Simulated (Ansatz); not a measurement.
A relaxed cell of Si5Ge is given with its symmetry left out. The cell was found from a structure generator's guess, not taken from experiment.

Computed with DFT PBE, scalar-relativistic, plane waves, PAW (Ansatz 0.2.0). Cutoff 420 eV, Γ-centred mesh, Gaussian smearing, no spin polarisation.

```
Si Ge
1.0
    -2.30630    2.49788    4.11107
     2.30630   -2.49788    4.11107
     2.30630    2.49788   -4.11107
Si Ge
5 1
Direct
  0.18063 0.18063 0.00000
  0.81937 0.81937 0.00000
  0.65804 0.15804 0.50000
  0.50000 0.50000 0.00000
  0.34196 0.84196 0.50000
  0.00000 0.50000 0.50000
```

The zero of energy is the elements' standard structures at the same level; no fitted shifts are applied.

Task: What space group does it have?

Result: Immm (No. 71). Conventional cell: a = 4.613 Å, b = 4.996 Å, c = 8.222 Å. Si on a site of symmetry mm2 has 5 Si at 2.50–2.66 Å, 2 Ge at 2.74 Å and 1 Si at 2.97 Å; Si on a second site of symmetry mm2 is surrounded by 7 Si at 2.50–2.66 Å and 1 Ge at 2.81 Å; Si on a site of symmetry mmm has 2 Ge at 2.50 Å and 6 Si at 2.63–2.65 Å; around Ge lie 2 Si at 2.50 Å and 6 Si at 2.74–2.81 Å.

Task: How far does it lie from the elements in energy?

Result: +0.32 eV/atom. The separate elements lie lower, so it is unstable against them.

Task: Is it a metal?

Result: Yes, bands cross the Fermi level on the 10×10×12 mesh.

The last run used a 10×10×12 mesh (in the run's order of axes) for its 6-atom cell and Gaussian smearing of 0.10 eV. The end has C2/m (No. 12) at a tolerance of 0.01 Å; the cell shown is made exact in the group found at 0.05 Å. Symmetry constrained the relaxation, so the result can be a saddle point.
